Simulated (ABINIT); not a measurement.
Ir: equation of state with PBE+D3

The system is Ir.

```
CELL_PARAMETERS angstrom
0.00000 1.91560 1.91560
1.91560 0.00000 1.91560
1.91560 1.91560 0.00000
ATOMIC_POSITIONS crystal
Ir 0.00000 0.00000 0.00000
```

```
Program             : ABINIT 10.8.3 (patched build)
Task                : equation of state
Functional          : PBE
Dispersion          : D3
Potentials or basis : JTH PAW PBE v2.0
Cutoff              : 435 eV
k mesh              : 12 × 12 × 12
Occupations         : fermi-dirac, width 0.05 eV
Spin                : no spin polarisation
```

```
Equilibrium volume                      : 14.09 Å³/atom
Bulk modulus                            : 380 GPa
Pressure derivative of the bulk modulus : 5.9 (rough: it moves with the points fitted)
```

Energy against volume, from the lowest point:
| volume (Å³/atom) | energy (meV/atom) |
| --- | --- |
| 13.215 | 73.70 |
| 13.496 | 31.85 |
| 13.778 | 8.02 |
| 14.059 | 0.00 |
| 14.340 | 4.87 |
| 14.621 | 21.46 |
| 14.902 | 48.99 |

Run time: 66 s on 1 thread of Arm Neoverse V1, on a shared host, peak memory 0.09 GiB.

Caveat: pressures at fixed basis lie under the slope of the energies; the log and the count of SCF iterations are those of the last ABINIT call alone. The run has no spin-orbit coupling, so splittings on Ir are missing.
